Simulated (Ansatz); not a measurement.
Input and output for HfN (rocksalt type): DFT, PBE, all-electron LAPW, scalar-relativistic (Ansatz 0.2.0). This run: rocksalt relaxed under pressure.

The cell comes from a relaxation on PAW files under the same functional, begun from a prototype that needn't be the stable phase.

Command: `ansatz run input.yaml --threads 1 --pin off --max-ram 3584MiB --backend cpu --events-out ev --progress --plain --runs-dir out` It took 80 s on 1 thread of Intel(R) Xeon(R) Platinum 8488C (Sapphire Rapids), on a shared host, peak memory 0.8 GiB.

```yaml
crystal:
  lattice:
    - [0.0, 2.0183701469, 2.0183701469]
    - [2.0183701469, 0.0, 2.0183701469]
    - [2.0183701469, 2.0183701469, 0.0]
  atoms:
    - { symbol: Hf, position: [0.0, 0.0, 0.0] }
    - { symbol: "N", position: [0.5, 0.5, 0.5] }
kpoints:
  mp_grid: { grid: [17, 17, 17] }
scf:
  occupations: { method: fermi_dirac, width: 0.08 }
hamiltonian:
  xc: pbe
  pseudopotentials: { kind: all_electron, lapw: { basis_error: 0.0005 } }
output:
  forces: true
  stress: true
  eigenvalues: true
relax:
  f_tol: 0.005
  max_steps: 12
  cell: { p_target: 200.0, stress_tol: 0.1 }
```

Output:

```
The last accepted step is kept in <dir> (removed where the run ends without a failure and the disk answers)
LAPW: plane waves up to 11.535 Å⁻¹, error target 5.0e-4 eV per atom; small_component_spin mean_spin; N in spheres of 0.811 Å, 7 of its electrons in bands, Dirac shells []; Hf in spheres of 1.147 Å, 44 of its electrons in bands, Dirac shells [] (how accurate: hamiltonian.pseudopotentials.lapw.basis_error, Limitations)
Engine: ansatz 0.2.0
Pseudopotentials: kind: all_electron
Pseudopotential: Hf, LAPW, valence charge 44, lapw/all_electron/scalar/gaussian/Hf, Koelling and Harmon's equation, gaussian nucleus
Pseudopotential: N, LAPW, valence charge 7, lapw/all_electron/scalar/gaussian/N, Koelling and Harmon's equation, gaussian nucleus
Functional definition: PBE
  parameter kappa = 0.804
  parameter beta = 0.06672455060314922
  exchange = pbe_x(kappa = kappa, mu = beta*pi^2/3)
  correlation = pbe_c(beta = beta)
Crystal: 2 atoms, lattice volume = 16.445 Å³
Basis set: ecut = 506.96780163645155 eV, 411 PW (Γ), exchange–correlation at level 2
Bands: 31, of which v1, the nominal top of the filled ones, is band 26 counted from 1 (25 counted from 0)
Symmetry: 48 space group operations
Space group: Fm-3m (ITA 225), of the structure as read, at distance tolerance 2.5e-5 Å
k-points: 165 of 4913
Non-local potential: Hf, projectors of the file, none
Non-local potential: N, projectors of the file, none
Initial density: superposition of atomic densities (chi_scale 0.1, normalization cell, long waves kept (reshape's long-wave potential 0.00 eV rms))
Initial wavefunctions: plane waves of lowest kinetic energy (no species holds an atomic orbital)
Functional: x = pbe(κ = 0.804, μ = 0.2195149727645171), c = pbe(β = 0.06672455060314922)
iter 1 solved again at ethr=1.09e-2 eV; its pass at ethr=1.00e-1 eV (dr2=5.56e0 eV) is discarded
SCF iter   1: F=—  HF=-411742.863370 eV  |F-HF|=—  |Δ(HF+E_count)|=         —  Δρ=1.82e-1  dr2=5.56e0  ethr=1.09e-2  ⟨swp⟩=2.0  Hψ=32507  notcnv=0
preconditioner: auto → Kerker (q_TF=auto, 3.295 Å⁻¹)  [metal: Δε(μ)=0.036 eV  Ē_g=21.322 eV  σ=0.080 eV  W_gap=0.11  n_scr=14 (ndim 8)  ℏωp=49.3 eV  f_vac=0.000  D(μ)=0.58/eV (n_scr^D=0)]
iter 2 solved again at ethr=8.82e-4 eV; its pass at ethr=1.09e-2 eV (dr2=4.50e-1 eV) is discarded
SCF iter   2: F=—  HF=-411740.596634 eV  |F-HF|=—  |Δ(HF+E_count)|=    2.27e0  Δρ=4.99e-2  dr2=4.49e-1  ethr=8.82e-4  ⟨swp⟩=2.0  Hψ=25536  notcnv=0
SCF iter   3: F=—  HF=-411740.536841 eV  |F-HF|=—  |Δ(HF+E_count)|=         —  Δρ=4.11e-2  dr2=3.17e-1  ethr=8.81e-4  ⟨swp⟩=2.0  Hψ=15219  notcnv=0
the basis was enlarged: its passes take 247.2 KiB over the memory plan, 1 of 1 planned eigensolver slots
SCF iter   4: F=—  HF=-411740.477592 eV  |F-HF|=—  |Δ(HF+E_count)|=   5.92e-2  Δρ=2.24e-2  dr2=9.07e-2  ethr=6.22e-4  ⟨swp⟩=2.0  Hψ=14923  notcnv=0
SCF iter   5: F=—  HF=-411740.460709 eV  |F-HF|=—  |Δ(HF+E_count)|=   1.69e-2  Δρ=4.10e-3  dr2=1.35e-3  ethr=1.78e-4  ⟨swp⟩=2.2  Hψ=15413  notcnv=0
SCF iter   6: F=—  HF=-411740.460780 eV  |F-HF|=—  |Δ(HF+E_count)|=   7.03e-5  Δρ=1.02e-3  dr2=1.49e-4  ethr=2.64e-6  ⟨swp⟩=2.5  Hψ=15194  notcnv=0
SCF iter   7: F=—  HF=-411740.460800 eV  |F-HF|=—  |Δ(HF+E_count)|=   1.98e-5  Δρ=4.32e-4  dr2=3.23e-5  ethr=2.91e-7  ⟨swp⟩=2.0  Hψ=15019  notcnv=0
SCF iter   8: F=—  HF=-411740.460791 eV  |F-HF|=—  |Δ(HF+E_count)|=   9.03e-6  Δρ=9.06e-5  dr2=1.21e-6  ethr=6.33e-8  ⟨swp⟩=2.2  Hψ=15139  notcnv=0
SCF iter   9: F=—  HF=-411740.460790 eV  |F-HF|=—  |Δ(HF+E_count)|=   1.14e-7  Δρ=2.96e-5  dr2=1.01e-7  ethr=2.38e-9  ⟨swp⟩=2.2  Hψ=15127  notcnv=0
SCF iter  10: F=-411740.460790 eV  HF=-411740.460790 eV  |F-HF|=5.24e-9  |Δ(HF+E_count)|=   3.41e-8  Δρ=8.93e-6  dr2=8.82e-9  ethr=1.99e-10  ⟨swp⟩=2.2  Hψ=15135  notcnv=0
SCF 1 converged in 10 iterations: F = -411740.460790 eV  dr2 = 8.82e-9
relax step   1: F+E_penalty+E_count = -411740.46079040 eV  Δ(F+E_penalty+E_count) = +0.000e0 eV  max|allowed force component| = 3.090e-30 eV/Å  Δτ_max = 0.0000 Å  P = +200.421 GPa  Ω = 16.445 Å³  (10 SCF iters, accepted)
Crystal: 2 atoms, lattice volume = 16.457 Å³
Basis set: ecut = 506.72125645974774 eV, 411 PW (Γ), exchange–correlation at level 2
Initial density: handed on by an earlier stage of this run
Initial wavefunctions: those handed on with the density
iter 1 solved again at ethr=6.09e-10 eV; its pass at ethr=1.00e-1 eV (dr2=3.11e-7 eV) is discarded
SCF iter   1: F=—  HF=-411740.475779 eV  |F-HF|=—  |Δ(HF+E_count)|=         —  Δρ=5.43e-5  dr2=3.75e-7  ethr=6.09e-10  ⟨swp⟩=4.7  Hψ=27438  notcnv=0
preconditioner: auto → Kerker (q_TF=auto, 3.294 Å⁻¹)  [metal: Δε(μ)=0.025 eV  Ē_g=22.179 eV  σ=0.080 eV  W_gap=0.08  n_scr=14 (ndim 8)  ℏωp=49.3 eV  f_vac=0.000  D(μ)=0.43/eV (n_scr^D=0)]
SCF iter   2: F=—  HF=-411740.475779 eV  |F-HF|=—  |Δ(HF+E_count)|=   8.42e-8  Δρ=1.94e-5  dr2=4.53e-8  ethr=6.09e-10  ⟨swp⟩=2.6  Hψ=15259  notcnv=0
SCF iter   3: F=-411740.475779 eV  HF=-411740.475779 eV  |F-HF|=1.64e-8  |Δ(HF+E_count)|=   3.89e-8  Δρ=1.44e-5  dr2=2.58e-8  ethr=8.87e-11  ⟨swp⟩=2.0  Hψ=15026  notcnv=0
SCF 2 converged in 3 iterations: F = -411740.475779 eV  dr2 = 2.58e-8
relax step   2: F+E_penalty+E_count = -411740.47577926 eV  Δ(F+E_penalty+E_count) = -1.499e-2 eV  max|allowed force component| = 2.209e-29 eV/Å  Δτ_max = 0.0000 Å  P = +199.713 GPa  Ω = 16.457 Å³  (3 SCF iters, accepted)
Crystal: 2 atoms, lattice volume = 16.452 Å³
Basis set: ecut = 506.8211506920076 eV, 411 PW (Γ), exchange–correlation at level 2
[... lines left out ...]
preconditioner: auto → Kerker (q_TF=auto, 3.294 Å⁻¹)  [metal: Δε(μ)=0.025 eV  Ē_g=22.181 eV  σ=0.080 eV  W_gap=0.08  n_scr=14 (ndim 8)  ℏωp=49.3 eV  f_vac=0.000  D(μ)=0.43/eV (n_scr^D=0)]
iter 2 solved again at ethr=4.33e-12 eV; its pass at ethr=8.54e-11 eV (dr2=2.21e-9 eV) is discarded
SCF iter   2: F=-411740.469710 eV  HF=-411740.469710 eV  |F-HF|=6.87e-9  |Δ(HF+E_count)|=   2.92e-7  Δρ=4.30e-6  dr2=2.21e-9  ethr=6.92e-12 (applied; sched 4.33e-12)  ⟨swp⟩=2.0  Hψ=25823  notcnv=0
SCF 3 converged in 2 iterations: F = -411740.469710 eV  dr2 = 2.21e-9
relax step   3: F+E_penalty+E_count = -411740.46971036 eV  Δ(F+E_penalty+E_count) = +6.069e-3 eV  max|allowed force component| = 2.892e-30 eV/Å  Δτ_max = 0.0000 Å  P = +200.000 GPa  Ω = 16.452 Å³  (2 SCF iters, accepted)
iter 1 solved again at ethr=4.16e-12 eV; its pass at ethr=1.00e-1 eV (dr2=2.12e-9 eV) is discarded
SCF iter   1: F=—  HF=-411740.469710 eV  |F-HF|=—  |Δ(HF+E_count)|=         —  Δρ=4.14e-6  dr2=2.12e-9  ethr=8.71e-12 (applied; sched 4.16e-12)  ⟨swp⟩=3.0  Hψ=25671  notcnv=0
SCF iter   2: F=-411740.469710 eV  HF=-411740.469710 eV  |F-HF|=3.96e-9  |Δ(HF+E_count)|=   3.13e-7  Δρ=3.32e-6  dr2=1.38e-9  ethr=1.05e-11 (applied; sched 4.16e-12)  ⟨swp⟩=3.0  Hψ=15887  notcnv=0
SCF 4 converged in 2 iterations: F = -411740.469710 eV  dr2 = 1.38e-9
relax step   4: F+E_penalty+E_count = -411740.46971036 eV  Δ(F+E_penalty+E_count) = -5.821e-10 eV  max|allowed force component| = 1.660e-30 eV/Å  Δτ_max = 0.0000 Å  P = +199.999 GPa  Ω = 16.452 Å³  stress off target by 1.09e-3 GPa  SCF on the basis re-selected at this cell (its energy is not comparable with the rows above)  (2 SCF iters)
basis re-selected at this cell: Δ(F+E_penalty+E_count) = -5.821e-10 eV, ΔP = -0.001 GPa vs the last step (what re-selecting the basis moved, after the strain that the cell walked since its last selection, with what the two solves' SCF thresholds leave and, on support functions, any second-order correction that the steps lacked; it is no measure of the basis error at this ecutwfc). This SCF's stress stands 1.09e-3 GPa from its target on what of the cell is left free (relax.cell.stress_tol is 1.00e-1 GPa) and its largest allowed force component is 1.66e-30 eV/Å (relax.f_tol is 5.00e-3 eV/Å): within both
SCF converged after 2 iterations
Free energy (F): -411740.469710 eV
Harris-Foulkes:  -411740.469710 eV  (|F-HF|=3.96e-9)
Internal energy: -411740.460701 eV  (E = F + TS)
E sigma→0 (E₀):  -411740.465206 eV
Entropy (-TS):   -0.009010 eV (-4.505 meV/atom)
Fermi energy:    33.918751 eV
--- Per-component energies (eV) ---
  E_band       = -4830.770121
  E_kinetic    = 458027.174538
  E_xc         = -8615.910216
  E_electrostatic = -861151.725023  (all electrons and nuclei)
  E_smearing   = -0.009010  (= −TS)
  E_closure    = 0.000000  (closes the sum)
  E_atoms      = -411724.663545  (free atoms, spherical and without spin; not in F)
  Σ components = -411740.469710   (vs F -411740.469710, Δ=0.00e0)
  Basis errors (estimates in eV, not in F): energy 1.8e-4 per atom: plane waves 1.6e-4 (9.4e-5 summed), levels above the bands 4.9e-60, relativity 2.2e-8, radial functions 2.1e-5, core shells 1.6e-11; eigenvalues (radial functions only) 1.6e-6; not estimated: angular momenta, meshes, grids; target (lapw.basis_error) 5.0e-4; muffin-tin radii N 0.811 Å, Hf 1.147 Å
--- Forces (eV/Å), atoms counted from 1 ---
  atom   1  Hf     0.00000000    -0.00000000     0.00000000
  atom   2  N     -0.00000000    -0.00000000    -0.00000000
  max |Σ_I F_I| component: 2.99e-30 eV/Å
--- Stress (GPa, compression-positive) ---
      199.998914       0.000000      -0.000000
        0.000000     199.998914       0.000000
       -0.000000       0.000000     199.998914
  P = ⅓ Tr σ = 199.9989 GPa (1999.989 kbar)
--- Band table (eV; the first three rows and the last of 165) ---
  k-point 0: bands = ["-472.3898", "-343.2114", "-339.1008", "-339.1008", "-339.1008", "-166.9582", "-166.9582", "-166.9546", "-166.9546", "-166.9546", "-28.0889", "3.9017", "3.9017", "3.9017", "14.5145", "22.1143", "22.1143", "22.1143", "22.2855", "22.5758", "22.5758", "22.5758", "30.9175", "30.9175", "30.9175", "33.1298", "33.1298", "33.1298", "36.6256", "36.6256", "39.4960"]
  k-point 1: bands = ["-472.3898", "-343.2114", "-339.1008", "-339.1008", "-339.1008", "-166.9582", "-166.9582", "-166.9546", "-166.9546", "-166.9546", "-28.0794", "3.7701", "3.8943", "3.8943", "14.6889", "22.1104", "22.1216", "22.1216", "22.2898", "22.5682", "22.5682", "22.5761", "30.4362", "30.5314", "30.5314", "33.3259", "33.3259", "33.3707", "37.0834", "37.0834", "39.7315"]
  k-point 2: bands = ["-472.3898", "-343.2114", "-339.1008", "-339.1008", "-339.1008", "-166.9582", "-166.9582", "-166.9546", "-166.9546", "-166.9546", "-28.0524", "3.4123", "3.8731", "3.8731", "15.1723", "22.1005", "22.1437", "22.1437", "22.3026", "22.5471", "22.5471", "22.5769", "29.4032", "29.6845", "29.6845", "33.7879", "33.8106", "33.8106", "38.2371", "38.2371", "40.3645"]
  k-point 164: bands = ["-472.3898", "-343.2114", "-339.1008", "-339.1008", "-339.1008", "-166.9582", "-166.9582", "-166.9546", "-166.9545", "-166.9545", "-27.7104", "2.0933", "2.2752", "2.8125", "16.7815", "22.2347", "22.3664", "22.3766", "22.4467", "22.4474", "22.5225", "22.5750", "26.4248", "28.2400", "28.3145", "35.0714", "36.0265", "42.3006", "43.3083", "43.9811", "49.9192"]
--- Relaxed structure (3 steps of the walk, 3 accepted, 1 SCFs on fresh bases) ---
  F+E_penalty+E_count = -411740.46971036 eV   max|allowed force component| = 1.660e-30 eV/Å   (the final SCF, on the basis selected at the relaxed cell)
  cell:  # Å, volume = 16.4521 Å³
    - [1.5477192549920354e-33, 2.018662137949548, 2.018662137949548]
    - [2.018662137949548, 5.286448484129176e-34, 2.018662137949548]
    - [2.018662137949548, 2.018662137949548, -1.0190744065791178e-33]
  atoms:
    - { symbol: Hf, position: [-4.853315073353545e-38, 4.076784661607825e-38, 4.853315073421346e-38] }
    - { symbol: N, position: [0.5, 0.5, 0.5] }
```

Next run (CsCl relaxed under pressure), as changes to the input before:

```diff
   lattice:
-    - [0.0, 2.0183701469, 2.0183701469]
-    - [2.0183701469, 0.0, 2.0183701469]
-    - [2.0183701469, 2.0183701469, 0.0]
+    - [2.4890741431, 0.0, 0.0]
+    - [0.0, 2.4890741431, 0.0]
+    - [0.0, 0.0, 2.4890741431]
   atoms:
 kpoints:
-  mp_grid: { grid: [17, 17, 17] }
+  mp_grid: { grid: [15, 15, 15] }
 scf:
```

Results part of the output:

```
basis re-selected at this cell: Δ(F+E_penalty+E_count) = +4.016e-9 eV, ΔP = -0.006 GPa vs the last step (what re-selecting the basis moved, after the strain that the cell walked since its last selection, with what the two solves' SCF thresholds leave and, on support functions, any second-order correction that the steps lacked; it is no measure of the basis error at this ecutwfc). This SCF's stress stands 2.80e-3 GPa from its target on what of the cell is left free (relax.cell.stress_tol is 1.00e-1 GPa) and its largest allowed force component is 4.27e-31 eV/Å (relax.f_tol is 5.00e-3 eV/Å): within both
SCF converged after 2 iterations
Free energy (F): -411738.547902 eV
Harris-Foulkes:  -411738.547902 eV  (|F-HF|=1.90e-8)
Internal energy: -411738.532449 eV  (E = F + TS)
E sigma→0 (E₀):  -411738.540175 eV
Entropy (-TS):   -0.015453 eV (-7.726 meV/atom)
Fermi energy:    35.130524 eV
--- Per-component energies (eV) ---
  E_band       = -4734.538869
  E_kinetic    = 458020.338501
  E_xc         = -8616.309303
  E_electrostatic = -861142.561647  (all electrons and nuclei)
  E_smearing   = -0.015453  (= −TS)
  E_closure    = 0.000000  (closes the sum)
  E_atoms      = -411724.663545  (free atoms, spherical and without spin; not in F)
  Σ components = -411738.547902   (vs F -411738.547902, Δ=0.00e0)
  Basis errors (estimates in eV, not in F): energy 1.1e-4 per atom: plane waves 9.2e-5 (5.0e-5 summed), levels above the bands 1.9e-75, relativity 1.6e-8, radial functions 2.2e-5, core shells 7.9e-12; eigenvalues (radial functions only) 1.3e-6; not estimated: angular momenta, meshes, grids; target (lapw.basis_error) 5.0e-4; muffin-tin radii N 0.884 Å, Hf 1.207 Å
--- Forces (eV/Å), atoms counted from 1 ---
[... lines left out ...]
--- Stress (GPa, compression-positive) ---
      199.997202      -0.000000       0.000000
       -0.000000     199.997202      -0.000000
        0.000000      -0.000000     199.997202
  P = ⅓ Tr σ = 199.9972 GPa (1999.972 kbar)
--- Band table (eV; the first three rows and the last of 120) ---
  k-point 0: bands = ["-470.7047", "-340.5028", "-337.4177", "-337.4177", "-337.4177", "-165.2773", "-165.2773", "-165.2773", "-165.2677", "-165.2677", "-26.6910", "5.9409", "5.9409", "5.9409", "16.4135", "24.0603", "24.0603", "24.0603", "24.1373", "24.1373", "24.1373", "24.2399", "30.8329", "30.8329", "34.1907", "34.1907", "34.1907", "44.2574", "44.2574", "44.2574", "44.9525"]
  k-point 1: bands = ["-470.7047", "-340.5028", "-337.4177", "-337.4177", "-337.4177", "-165.2773", "-165.2773", "-165.2773", "-165.2677", "-165.2676", "-26.6747", "5.7163", "5.9600", "5.9600", "16.6099", "24.0528", "24.0648", "24.0648", "24.1143", "24.1424", "24.1424", "24.2372", "30.8699", "30.9035", "34.0390", "34.0390", "34.2051", "44.2901", "44.2901", "44.3034", "45.2115"]
  k-point 2: bands = ["-470.7047", "-340.5028", "-337.4177", "-337.4177", "-337.4177", "-165.2773", "-165.2773", "-165.2773", "-165.2677", "-165.2676", "-26.6282", "5.1235", "6.0144", "6.0144", "17.1367", "24.0320", "24.0590", "24.0765", "24.0765", "24.1587", "24.1587", "24.2299", "30.6471", "31.1083", "33.6183", "33.6183", "34.6479", "44.3968", "44.3968", "44.4358", "45.8795"]
  k-point 119: bands = ["-470.7047", "-340.5028", "-337.4177", "-337.4177", "-337.4177", "-165.2774", "-165.2774", "-165.2774", "-165.2671", "-165.2671", "-25.5898", "3.6540", "3.6671", "3.6671", "20.6515", "24.0786", "24.0969", "24.0969", "24.2304", "24.2304", "24.2689", "24.5741", "25.0073", "25.0073", "25.7793", "46.3723", "46.7911", "46.7911", "48.5848", "48.5848", "50.9314"]
--- Relaxed structure (3 steps of the walk, 3 accepted, 1 SCFs on fresh bases) ---
  F+E_penalty+E_count = -411738.54790182 eV   max|allowed force component| = 4.273e-31 eV/Å   (the final SCF, on the basis selected at the relaxed cell)
  cell:  # Å, volume = 15.4274 Å³
    - [2.4894153004257413, -4.012354050806742e-36, 4.012354050806742e-36]
    - [-2.0061770254033705e-35, 2.4894153004257413, 0.0]
    - [4.012354050806742e-36, 0.0, 2.4894153004257413]
  atoms:
    - { symbol: Hf, position: [4.029966385223271e-37, 3.148411238435922e-38, -2.5187289907633985e-38] }
    - { symbol: N, position: [0.5, 0.5, 0.5] }
```

Next run (WC relaxed under pressure), as changes to the input before:

```diff
   lattice:
-    - [2.4890741431, 0.0, 0.0]
-    - [0.0, 2.4890741431, 0.0]
-    - [0.0, 0.0, 2.4890741431]
+    - [2.6839104143, 0.0, 0.0]
+    - [-1.3419552072, 2.3243346002, 0.0]
+    - [0.0, 0.0, 2.6295043089]
   atoms:
-    - { symbol: "N", position: [0.5, 0.5, 0.5] }
+    - { symbol: "N", position: [0.3333333333, 0.6666666667, 0.5] }
 kpoints:
-  mp_grid: { grid: [15, 15, 15] }
+  mp_grid: { grid: [17, 17, 15] }
 scf:
```

Results part of the output:

```
basis re-selected at this cell: Δ(F+E_penalty+E_count) = +1.142e-7 eV, ΔP = -0.003 GPa vs the last step (what re-selecting the basis moved, after the strain that the cell walked since its last selection, with what the two solves' SCF thresholds leave and, on support functions, any second-order correction that the steps lacked; it is no measure of the basis error at this ecutwfc). This SCF's stress stands 7.54e-3 GPa from its target on what of the cell is left free (relax.cell.stress_tol is 1.00e-1 GPa) and its largest allowed force component is 5.78e-17 eV/Å (relax.f_tol is 5.00e-3 eV/Å): within both
SCF converged after 2 iterations
Free energy (F): -411739.425598 eV
Harris-Foulkes:  -411739.425598 eV  (|F-HF|=4.48e-9)
Internal energy: -411739.408950 eV  (E = F + TS)
E sigma→0 (E₀):  -411739.417274 eV
Entropy (-TS):   -0.016648 eV (-8.324 meV/atom)
Fermi energy:    32.914386 eV
--- Per-component energies (eV) ---
  E_band       = -4833.079424
  E_kinetic    = 458025.805348
  E_xc         = -8616.025467
  E_electrostatic = -861149.188831  (all electrons and nuclei)
  E_smearing   = -0.016648  (= −TS)
  E_closure    = 0.000000  (closes the sum)
  E_atoms      = -411724.663545  (free atoms, spherical and without spin; not in F)
  Σ components = -411739.425598   (vs F -411739.425598, Δ=0.00e0)
  Basis errors (estimates in eV, not in F): energy 1.9e-4 per atom: plane waves 1.7e-4 (9.6e-5 summed), levels above the bands 4.3e-80, relativity 2.5e-8, radial functions 1.9e-5, core shells 6.7e-11; eigenvalues (radial functions only) 1.9e-6; not estimated: angular momenta, meshes, grids; target (lapw.basis_error) 5.0e-4; muffin-tin radii N 0.817 Å, Hf 1.154 Å
--- Forces (eV/Å), atoms counted from 1 ---
[... lines left out ...]
--- Stress (GPa, compression-positive) ---
      200.006590       0.000000       0.000000
        0.000000     200.006590       0.000000
        0.000000       0.000000     199.992458
  P = ⅓ Tr σ = 200.0019 GPa (2000.019 kbar)
--- Band table (eV; the first three rows and the last of 264) ---
  k-point 0: bands = ["-472.5162", "-342.9875", "-339.2600", "-339.2600", "-339.1577", "-167.1305", "-167.1305", "-167.0566", "-167.0566", "-167.0181", "-28.2956", "3.7114", "3.9708", "3.9708", "14.5361", "22.0539", "22.3214", "22.3214", "22.3228", "22.3228", "22.3394", "22.4447", "28.3654", "28.3654", "28.9885", "31.4105", "38.4500", "39.7858", "39.7858", "41.5493", "41.5493"]
  k-point 1: bands = ["-472.5162", "-342.9875", "-339.2600", "-339.2600", "-339.1577", "-167.1305", "-167.1305", "-167.0566", "-167.0566", "-167.0181", "-28.2857", "3.5402", "3.9829", "3.9829", "14.7430", "22.0541", "22.2993", "22.2993", "22.3258", "22.3416", "22.3416", "22.4447", "28.4244", "28.4244", "28.8261", "31.5982", "38.5685", "39.0803", "39.0803", "41.9572", "41.9572"]
  k-point 2: bands = ["-472.5162", "-342.9875", "-339.2600", "-339.2600", "-339.1577", "-167.1305", "-167.1305", "-167.0566", "-167.0566", "-167.0180", "-28.2576", "3.0855", "4.0173", "4.0173", "15.3078", "22.0527", "22.2678", "22.2678", "22.2923", "22.3652", "22.3652", "22.4449", "28.3075", "28.5930", "28.5930", "32.2225", "37.8667", "37.8667", "38.9104", "42.2432", "42.2432"]
  k-point 263: bands = ["-472.5162", "-342.9875", "-339.2600", "-339.2600", "-339.1577", "-167.1304", "-167.1304", "-167.0566", "-167.0566", "-167.0179", "-27.6707", "1.9091", "1.9617", "2.3949", "16.2847", "22.1508", "22.2318", "22.3478", "22.3555", "22.4162", "22.4317", "22.5618", "23.4622", "27.2059", "30.8098", "34.6514", "42.5505", "42.7454", "44.6988", "44.7860", "48.7396"]
--- Relaxed structure (3 steps of the walk, 3 accepted, 1 SCFs on fresh bases) ---
  F+E_penalty+E_count = -411739.42559819 eV   max|allowed force component| = 5.782e-17 eV/Å   (the final SCF, on the basis selected at the relaxed cell)
  cell:  # Å, volume = 16.4093 Å³
    - [2.6840046610315134, 2.8868579832465276e-11, 0.0]
    - [-1.3420023305407573, 2.3244162203146974, 0.0]
    - [0.0, 0.0, 2.630219178837582]
  atoms:
    - { symbol: Hf, position: [3.0814879110195774e-33, -3.7007434155248937e-17, 0.0] }
    - { symbol: N, position: [0.3333333333333333, 0.6666666666666667, 0.5] }
```

Spin–orbit coupling is left out, which matters for the heavy atoms.
